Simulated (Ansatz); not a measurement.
# Zn (P6_3/mmc) in Ansatz: a series of runs

Aim: see how the results for Zn move with the level of theory and the settings. Levels: LDA, PBE, PBEsol. Tasks: band structure.

Everything below comes from runs of Ansatz 0.2.0. Logs are shortened: lines on timing, memory, paths and dates and some standing lists are left out, and cuts for length are marked.

## (1) Starting point

It takes space group P6_3/mmc (No. 194, hexagonal). Conventional cell: a = 2.670 Å, b = 2.670 Å, c = 4.966 Å, α = 90.00°, β = 90.00°, γ = 120.00°. Zn (site symmetry -6m2) has 12 Zn at 2.67 to 2.92 Å as nearest neighbours.

## (2) Band structure, LDA

input.yaml reads:

```yaml
crystal:
  lattice:
    - [2.67, 0.0, 0.0]
    - [-1.335, 2.3122878281, 0.0]
    - [0.0, 0.0, 4.966]
  atoms:
    - { symbol: Zn, position: [0.6666666667, 0.3333333333, 0.75] }
    - { symbol: Zn, position: [0.3333333333, 0.6666666667, 0.25] }
hamiltonian:
  xc: lda
  pseudopotentials: { kind: paw }
kpoints:
  mp_grid: { grid: [7, 7, 3] }
  band_path:
    path:
      - [[0.0, 0.0, 0.0], [0.5, 0.0, 0.0], [0.3333333333, 0.3333333333, 0.0], [0.0, 0.0, 0.0], [0.0, 0.0, 0.5], [0.5, 0.0, 0.5], [0.3333333333, 0.3333333333, 0.5], [0.0, 0.0, 0.5]]
      - [[0.5, 0.0, 0.5], [0.5, 0.0, 0.0]]
      - [[0.3333333333, 0.3333333333, 0.0], [0.3333333333, 0.3333333333, 0.5]]
    npoints: 14
scf:
  occupations: { method: fermi_dirac, width: 0.05 }
  n_extra_bands: 6
output:
  forces: true
  stress: true
  eigenvalues: true
  fatbands: true
```

Potentials or basis: Ansatz PAW.

Run with:

```console
ansatz run input.yaml --threads 2 --pin off --max-ram 5632MiB --backend cpu --events-out ev --progress --plain --runs-dir out
```

The program printed:

```text
Warning: RAYON_NUM_THREADS=2 ignored (pool sized by the plan → 2); use --threads N
scf.n_extra_bands = 6 over 12 filled bands (N_el = 24.0): the run solves 18 bands
Engine: ansatz 0.2.0, aarch64-unknown-linux-gnu
Pseudopotentials: kind: paw
Pseudopotential: Zn, paw, valence charge 12, recommended cutoff 420 eV (normal), Zn.paw.azcp
Functional definition: SPW92
  exchange = slater_x
  correlation = pw_c
Crystal: 2 atoms, lattice volume = 30.659 Å³
Basis set: ecut = 420 eV, 623 PW (Γ)
Bands: 18, of which v1, the nominal top of the filled ones, is band 12 counted from 1 (11 counted from 0)
Symmetry: 24 space group operations
Space group: P63/mmc (ITA 194), of the structure as read, at distance tolerance 3.1e-5 Å
k-points: 16 of 147
Non-local potential: Zn, projectors of the file, l = 0: 2, l = 1: 2, l = 2: 3, l = 3: 1
PAW form: soft (Blöchl's): semilocal exchange-correlation on the pseudo side does not see the compensation charge
PAW frozen core: Zn, regenerated for the run's functional, and the local potential with it (the file was generated under x = pbe(κ = 0.804, μ = 0.2195149727645171), c = pbe(β = 0.06672455060314922))
PAW one-centre angular grid: Zn, 590 points (default); XC on 64 Gauss nodes
Initial density: superposition of atomic densities (neutral atoms: chi_scale 0, normalization atom), corrected by the library's trained network
Initial wavefunctions: pseudopotential atomic-orbital guess
Functional: x = slater, c = lda
SCF iter   1: F=—  HF=-6492.456209 eV  |F-HF|=—  |Δ(HF+E_count)|=         —  Δρ=5.53e-3  dr2=3.31e-3  ethr=1.77e-3  ⟨swp⟩=5.1  Hψ=1407  notcnv=0  defer=1
preconditioner: auto → none  [metal: Δε(μ)=0.090 eV  Ē_g=14.952 eV  σ=0.050 eV  W_gap=0.42  n_scr=4 (ndim 8)  ℏωp=32.9 eV  f_vac=0.000  D(μ)=1.34/eV (n_scr^D=10)  sad-step TF]
SCF iter   2: F=—  HF=-6492.455958 eV  |F-HF|=—  |Δ(HF+E_count)|=   2.50e-4  Δρ=1.75e-3  dr2=5.89e-4  ethr=1.38e-5  ⟨swp⟩=2.2  Hψ=678  notcnv=0  defer=16
SCF iter   3: F=—  HF=-6492.455832 eV  |F-HF|=—  |Δ(HF+E_count)|=   1.26e-4  Δρ=1.51e-3  dr2=2.52e-4  ethr=2.46e-6  ⟨swp⟩=2.0  Hψ=436  notcnv=0  defer=16
SCF iter   4: F=—  HF=-6492.455799 eV  |F-HF|=—  |Δ(HF+E_count)|=   3.27e-5  Δρ=7.54e-5  dr2=4.87e-7  ethr=1.05e-6  ⟨swp⟩=2.4  Hψ=457  notcnv=0  defer=16
SCF iter   5: F=—  HF=-6492.455801 eV  |F-HF|=—  |Δ(HF+E_count)|=   1.61e-6  Δρ=2.33e-5  dr2=7.27e-8  ethr=2.03e-9  ⟨swp⟩=2.2  Hψ=499  notcnv=0  defer=16
SCF iter   6: F=-6492.455801 eV  HF=-6492.455801 eV  |F-HF|=4.36e-9  |Δ(HF+E_count)|=   1.58e-7  Δρ=7.37e-6  dr2=7.94e-9  ethr=3.03e-10  ⟨swp⟩=7.8  Hψ=1300  notcnv=0
SCF 1 converged in 6 iterations: F = -6492.455801 eV  dr2 = 7.94e-9
NSCF: frozen V_eff on 129 k-points
SCF converged after 6 iterations
Free energy (F): -6492.455801 eV
Harris-Foulkes:  -6492.455801 eV  (|F-HF|=4.36e-9)
Internal energy: -6492.446069 eV  (E = F + TS)
E sigma→0 (E₀):  -6492.450935 eV
Entropy (-TS):   -0.009732 eV (-4.866 meV/atom)
Fermi energy:    10.540810 eV
--- Per-component energies (eV) ---
  E_band       = 84.149655
  E_kinetic    = 262.677924
  E_local      = -3093.683479  (includes V_loc(G=0)·N_el)
  E_nonlocal   = 1226.957488
  E_hartree    = 1291.439964
  E_xc         = -271.764426
  E_vxc        = -107.870908  (∫ρ·V_xc dr)
  E_paw        = -3506.889454  (= ΣΔE_a)
  E_vpaw       = -786.804474  (= ΣTr[D̂ρ^β])
  E_aug_tail   = -0.000748  (compensation charges beyond the density's cutoff)
  E_ewald      = -2404.297622
  E_core_change = 3.114283  (= ΣΔE_core)
  E_smearing   = -0.009732  (= −TS)
  E_closure    = -0.000000  (closes the sum)
  Σ components = -6492.455801   (vs F -6492.455801, Δ=0.00e0)
--- Forces (eV/Å), atoms counted from 1 ---
  atom   1  Zn     0.00000000    -0.00000000    -0.00000000
  atom   2  Zn     0.00000000     0.00000000     0.00000000
  max |Σ_I F_I| component: 3.70e-17 eV/Å
--- Stress (GPa, compression-positive) ---
      -11.164497       0.000000       0.000000
       -0.000000     -11.164497       0.000000
        0.000000       0.000000      -5.603687
  P = ⅓ Tr σ = -9.3109 GPa (-93.109 kbar)
--- Band table (eV; the first three rows and the last of 16) ---
  k-point 0: bands = ["0.1747", "1.9120", "2.5986", "2.8217", "2.8217", "2.8703", "2.8703", "3.2041", "3.2041", "3.4095", "3.4095", "6.9611", "7.3993", "23.8425", "27.5319", "27.6548", "27.6548", "29.3409"]
  k-point 1: bands = ["0.8059", "1.7930", "2.6517", "2.8199", "2.8199", "2.8461", "2.8461", "3.2696", "3.2696", "3.3703", "3.3703", "3.7539", "12.1034", "18.1989", "28.2757", "28.2757", "29.3440", "29.3440"]
  k-point 2: bands = ["0.7666", "2.1413", "2.6395", "2.7788", "2.8422", "2.9572", "2.9991", "3.0423", "3.1542", "3.1868", "3.4133", "7.7342", "7.8439", "21.9512", "24.4318", "24.7929", "26.7336", "27.1662"]
  k-point 15: bands = ["2.4790", "2.5628", "2.6242", "2.7392", "2.7597", "2.9576", "3.0395", "3.1351", "3.3422", "3.4585", "8.6559", "10.5970", "12.7901", "13.0056", "14.7622", "14.9361", "19.0426", "21.9271"]
```

Run time: 1.5 s. Hardware: 2 threads of Arm Neoverse V2, shared host; peak memory 0.27 GiB.

What came out:

| Quantity | Value |
| --- | --- |
| Free energy | -6492.4558 eV |
| Pressure | -9.3 GPa |
| Band gap on the k mesh | none (metal or under the smearing width) |

Stress tensor (GPa, compression positive):
```
-11.16   0.00   0.00
  0.00 -11.16   0.00
  0.00   0.00  -5.60
```

Levels at the corners of the path, in eV from the Fermi level:
```
point  band 9  band 10  band 11  band 12  band 13  band 14  band 15  band 16
    Γ   -7.34    -7.13    -7.13    -3.58    -3.14    13.30    16.99    17.11
    M   -6.96    -6.94    -2.81    -2.20     2.49     3.50     3.89     5.73
    K   -7.23    -7.23    -0.04    -0.04     0.18     4.88     5.87     5.87
    Γ   -7.34    -7.13    -7.13    -3.58    -3.14    13.30    16.99    17.11
    A   -7.22    -7.22    -7.22    -7.22     4.48     4.48    18.37    18.37
    L   -6.95    -6.95    -1.84    -1.84     0.03     0.03     9.91     9.91
    H   -7.14    -7.14     0.95     0.95     1.82     1.82     1.98     1.98
    A   -7.22    -7.22    -7.22    -7.22     4.48     4.48    18.37    18.37
    L   -6.95    -6.95    -1.84    -1.84     0.03     0.03     9.91     9.91
    M   -6.96    -6.94    -2.81    -2.20     2.49     3.50     3.89     5.73
    K   -7.23    -7.23    -0.04    -0.04     0.18     4.88     5.87     5.87
    H   -7.14    -7.14     0.95     0.95     1.82     1.82     1.98     1.98
```

Caveat: the k mesh is coarse (spacing up to 0.42 Å⁻¹), so the values aren't converged; the PAW data sets come from PBE, with cores solved anew for the run's functional, which leaves a small shift of forces and pressure.

## (3) Band structure, PBE

input.yaml, as its differences from that of step 2:

```diff
@@ -9,3 +9,3 @@
 hamiltonian:
-  xc: lda
+  xc: pbe
   pseudopotentials: { kind: paw }
@@ -26,2 +26,2 @@
   eigenvalues: true
-  fatbands: true
+  fatbands: false
```

Potentials or basis: Ansatz PAW.

Run with:

```console
ansatz run input.yaml --threads 2 --pin off --max-ram 5632MiB --backend cpu --events-out ev --progress --plain --runs-dir out
```

It took 1.1 s on 2 threads of Arm Neoverse V2, shared host; peak memory 0.27 GiB.

The run converged. Its results:

```yaml
Free_energy: -6638.1145 eV
Pressure: -1.0 GPa
Band_gap_on_the_k_mesh: none (metal or under the smearing width)
```

Stress tensor (GPa, compression positive):
```
-1.65  0.00  0.00
 0.00 -1.65  0.00
 0.00  0.00  0.41
```

Levels at the corners of the path, in eV from the Fermi level:
| point | band 10 | band 11 | band 12 | band 13 | band 14 | band 15 |
| --- | --- | --- | --- | --- | --- | --- |
| Γ | -7.10 | -7.10 | -3.65 | -3.10 | 13.36 | 16.92 |
| M | -6.91 | -2.86 | -2.20 | 2.53 | 3.48 | 3.97 |
| K | -7.20 | -0.03 | -0.03 | 0.12 | 4.88 | 5.96 |
| Γ | -7.10 | -7.10 | -3.65 | -3.10 | 13.36 | 16.92 |
| A | -7.18 | -7.18 | -7.18 | 4.47 | 4.47 | 18.51 |
| L | -6.91 | -1.89 | -1.89 | 0.06 | 0.06 | 9.96 |
| H | -7.11 | 0.91 | 0.91 | 1.76 | 1.76 | 2.07 |
| A | -7.18 | -7.18 | -7.18 | 4.47 | 4.47 | 18.51 |
| L | -6.91 | -1.89 | -1.89 | 0.06 | 0.06 | 9.96 |
| M | -6.91 | -2.86 | -2.20 | 2.53 | 3.48 | 3.97 |
| K | -7.20 | -0.03 | -0.03 | 0.12 | 4.88 | 5.96 |
| H | -7.11 | 0.91 | 0.91 | 1.76 | 1.76 | 2.07 |

Caveat: the k mesh is coarse (spacing up to 0.42 Å⁻¹), so the values aren't converged.

## (4) Band structure, PBEsol

input.yaml, as its differences from that of step 3:

```diff
@@ -9,3 +9,3 @@
 hamiltonian:
-  xc: pbe
+  xc: pbesol
   pseudopotentials: { kind: paw }
```

Run with:

```console
ansatz run input.yaml --threads 2 --pin off --max-ram 5632MiB --backend cpu --events-out ev --progress --plain --runs-dir out
```

Run time: 1.2 s. Hardware: 2 threads of Arm Neoverse V2, shared host; peak memory 0.27 GiB.

It converged, with:

* Free energy: -6561.8216 eV
* Pressure: -5.9 GPa
* Band gap on the k mesh: none (metal or under the smearing width)

Stress tensor (GPa, compression positive):
```
-6.91  0.00  0.00
 0.00 -6.91  0.00
 0.00  0.00 -3.94
```

Levels at the corners of the path, in eV from the Fermi level:
```csv
point,band 9,band 10,band 11,band 12,band 13,band 14,band 15,band 16
Γ,-7.27,-7.06,-7.06,-3.66,-3.09,13.35,16.91,17.22
M,-6.89,-6.87,-2.86,-2.19,2.52,3.47,3.97,5.63
K,-7.16,-7.16,-0.03,-0.03,0.12,4.87,5.96,5.96
Γ,-7.27,-7.06,-7.06,-3.66,-3.09,13.35,16.91,17.22
A,-7.15,-7.15,-7.15,-7.15,4.47,4.47,18.49,18.49
L,-6.88,-6.88,-1.89,-1.89,0.06,0.06,9.94,9.94
H,-7.07,-7.07,0.91,0.91,1.76,1.76,2.06,2.06
A,-7.15,-7.15,-7.15,-7.15,4.47,4.47,18.49,18.49
L,-6.88,-6.88,-1.89,-1.89,0.06,0.06,9.94,9.94
M,-6.89,-6.87,-2.86,-2.19,2.52,3.47,3.97,5.63
K,-7.16,-7.16,-0.03,-0.03,0.12,4.87,5.96,5.96
H,-7.07,-7.07,0.91,0.91,1.76,1.76,2.06,2.06
```

Caveat: the k mesh is coarse (spacing up to 0.42 Å⁻¹), so the values aren't converged; the PAW data sets come from PBE, with cores solved anew for the run's functional, which leaves a small shift of forces and pressure.

## (5) Overview

```tsv
level	gap on the mesh (eV)	pressure (GPa)
LDA	none	-9.3
PBE	none	-1.0
PBEsol	none	-5.9
```

Alike in all rows: task band structure; potentials or basis Ansatz PAW; no spin polarisation; cell as given; k mesh 7 × 7 × 3; cutoff (eV) 420; smearing fermi-dirac 0.05 eV; the mesh is coarse, so values aren't converged.

Caveats: all runs use coarse meshes; the PAW data sets come from PBE, with cores solved anew for the run's functional, which leaves a small shift of forces and pressure (some runs).

Absolute energies hang on the potentials; compare differences alone.
